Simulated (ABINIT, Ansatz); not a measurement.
Given: the input of a run of Ansatz 0.2.0 on HfN. Atoms were shifted at random by some hundredths of an Å from the given cell, which wasn't relaxed again for these runs. The cell comes from a database or a generator and needn't be the stable form of this composition.

The input input.yaml:

```yaml
crystal:
  lattice:
    - [0.0, 2.454822, 2.454822]
    - [2.454822, 0.0, 2.454822]
    - [2.454822, 2.454822, 0.0]
  atoms:
    - { symbol: Hf, position: [-0.001531, -0.002943, -0.0034] }
    - { symbol: "N", position: [0.263783, 0.242806, 0.239363] }
kpoints:
  mp_grid: { grid: [9, 9, 9] }
scf:
  occupations: { method: fermi_dirac, width: 0.05 }
hamiltonian:
  xc: pbesol
  pseudopotentials: { kind: all_electron, lapw: { basis_error: 0.001 } }
output:
  forces: true
  stress: true
  eigenvalues: true
  populations: true
```

Potentials or basis: all-electron LAPW, scalar-relativistic.

The run is started by

```console
$ ansatz run input.yaml --threads 1 --pin off --max-ram 3072MiB --backend cpu --events-out ev --progress --plain --runs-dir out
```

Problem. What does the same run look like in ABINIT 10.8.3 (patched build)? Potentials or basis there: PseudoDojo NC SR PBEsol v0.4.1 standard, cutoff 1143 eV.

Solution. As run (cutoffs and basis follow the program's own potentials, and thresholds, step limits or extra output files can differ):

Contents of run.abi:

```
pp_dirpath "./"
pseudos "Hf.upf, N.upf"

acell 3*1.0
rprim
     0.0000000000     4.6389412647     4.6389412647
     4.6389412647     0.0000000000     4.6389412647
     4.6389412647     4.6389412647     0.0000000000
ntypat 2
znucl 72 7
natom 2
typat 1 2
xred
    -0.0015310000    -0.0029430000    -0.0034000000
     0.2637830000     0.2428060000     0.2393630000
chkprim 0
chksymtnons 0
tolsym 1.0e-6

ecut 42.0

kptopt 1
ngkpt 9 9 9
nshiftk 1
shiftk 0.0 0.0 0.0

ixc -116133

nband 13
occopt 3
tsmear 0.05 eV

nstep 100
tolvrs 1.0e-10

iomode 3
prtwf 0
prtden 0
prteig 0
prtebands 0
```

Potentials or basis: PseudoDojo NC SR PBEsol v0.4.1 standard.

The run is started by

```console
$ abinit run.abi > log 2>&1
```

Both were run:

|  | Ansatz | ABINIT |
| --- | --- | --- |
| Pressure | -4.8 GPa | -5.4 GPa |
| Largest force | 0.553 eV/Å | 0.539 eV/Å |

Where Ansatz's input types no cutoff or centring, it takes its own default and a Γ-centred mesh.

Pressure is positive in compression.
